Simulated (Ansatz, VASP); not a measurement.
**One calculation of AlN, two programs**

```
Al N
1.0
     0.00000    2.20159    2.20159
     2.20159    0.00000    2.20159
     2.20159    2.20159    0.00000
Al N
1 1
Direct
  0.00000 0.00000 0.00000
  0.75000 0.75000 0.75000
```

Alike in both runs: task relaxation of cell and atoms; functional PBE; dispersion D3(BJ); k mesh 10 × 10 × 10; occupations gaussian, width 0.02 eV; no spin polarisation.

```csv
,VASP,Ansatz
version,VASP 6.6.1,Ansatz 0.2.0
potentials or method,"VASP PAW PBE potentials, release 64 (Al, N)","scalar-relativistic, plane waves, PAW"
plane-wave cutoff (eV),600,420
valence electrons in the cell,8,8
```

```tsv
	VASP	Ansatz	Ansatz less VASP
gap on the k mesh at the Fermi level, each at its own relaxed structure (eV)	3.32	3.32	+0.007
relaxed volume (Å³/atom)	10.43	10.45	+0.021
relaxed cell length with the largest relative difference (Å)	3.090	3.092	+0.0021
energy change over the relaxation (meV/atom)	-3	-3	+0.6
```

A k mesh can miss the band edges. PBE gaps usually lie below the measured ones, often by a third to a half.
